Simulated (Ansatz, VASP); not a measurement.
This is a calculation of CuI for Ansatz 0.2.0.

Contents of input.yaml:

```yaml
crystal:
  lattice:
    - [4.1440207334, 0.0, 0.0]
    - [0.0, 4.1440207334, 0.0]
    - [0.0, 0.0, 6.637671322]
  atoms:
    - { symbol: I, position: [0.0, 0.5, 0.74303436] }
    - { symbol: I, position: [0.5, 0.0, 0.25696564] }
    - { symbol: Cu, position: [0.0, 0.0, 0.0] }
    - { symbol: Cu, position: [0.5, 0.5, 0.0] }
hamiltonian:
  xc: pbe
  pseudopotentials: { kind: paw }
kpoints:
  mp_grid: { grid: [7, 7, 4] }
scf:
  occupations: { method: fermi_dirac, width: 0.05 }
output:
  forces: true
  stress: true
  eigenvalues: true
```

Potentials or basis: Ansatz PAW.

The run is started by

```sh
$ ansatz run input.yaml --threads 2 --pin off --max-ram 5120MiB --backend cpu --events-out ev --progress --plain --runs-dir out
```

Task: Translate it to VASP 6.6.1. Potentials there: VASP PAW PBE potentials, release 64 (I, Cu).

Result: As run (the cutoff follows the program's own potentials):

Contents of INCAR:

```
PREC = Accurate ; ENCUT = 520
EDIFF = 1E-7 ; ISMEAR = -1
SIGMA = 0.05 ; LREAL = F
LASPH = T ; NELM = 100
ALGO = Normal ; ISIF = 2
LWAVE = F ; LCHARG = F
GGA = PE ; NBANDS = 26
```

The input KPOINTS:

```
regular mesh
0
Gamma
  7 7 4
```

The input POSCAR:

```
CuI
1.0
    4.1440207334      0.0000000000      0.0000000000
    0.0000000000      4.1440207334      0.0000000000
    0.0000000000      0.0000000000      6.6376713220
I Cu
2 2
Direct
    0.0000000000      0.5000000000      0.7430343600
    0.5000000000      0.0000000000      0.2569656400
    0.0000000000      0.0000000000      0.0000000000
    0.5000000000      0.5000000000      0.0000000000
```

Potentials or basis: VASP PAW PBE potentials, release 64 (I, Cu).

Run with:

```bash
$ cat potpaw_PBE.64/I/POTCAR potpaw_PBE.64/Cu/POTCAR > POTCAR
$ mpirun -np 1 vasp_std > vasp.out
```

Both were run:

|  | VASP | Ansatz | Ansatz less VASP |
| --- | --- | --- | --- |
| gap on the k mesh at the Fermi level (eV) | 1.55 | 1.54 | -0.011 |
| least direct gap on the mesh (eV) | 1.55 | 1.54 | -0.011 |
| pressure (GPa) | -0.3 | -0.3 | -0.04 |
| largest component of the traceless stress (GPa) | 0.10 | 0.12 | +0.022 |
| rms of the force components (eV/Å) | 0.068 | 0.071 | +0.0029 |

Atom by atom the forces differ by 0.003 eV/Å (rms over components). The two sets of potentials don't hold the same shells in valence.

Caveats: spin-orbit coupling is left out, which moves the levels of the heavy elements; this functional lacks dispersion, which binds the layers, so the pressure and a relaxed spacing across them are unreliable; odd divisions of the mesh miss points on the zone boundary, where band edges often lie, so the gap on the mesh can be too wide (Ansatz).
